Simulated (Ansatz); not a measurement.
# diamond against fcc along group 4

Method: DFT, revPBE, plane waves (420 eV) with PAW, scalar-relativistic in Ansatz. The PAW files were generated under PBE, with cores re-solved for the functional.

Each structure is relaxed within its symmetry, in the lowest magnetic state of the tried starts. Differences under about 8 meV lie within the error of the k-point mesh.

```json
{"element": "Ti", "E(diamond) − E(fcc) (meV/atom)": "2299", "V(diamond) (Å³/atom)": "24.26", "V(fcc) (Å³/atom)": "17.81", "state of diamond": "spin not included", "state of fcc": "spin not included"}
{"element": "Zr", "E(diamond) − E(fcc) (meV/atom)": "2360", "V(diamond) (Å³/atom)": "31.98", "V(fcc) (Å³/atom)": "23.64", "state of diamond": "spin not included", "state of fcc": "spin not included"}
{"element": "Hf", "E(diamond) − E(fcc) (meV/atom)": "2601", "V(diamond) (Å³/atom)": "36.37", "V(fcc) (Å³/atom)": "23.05", "state of diamond": "spin not included", "state of fcc": "spin not included"}
```
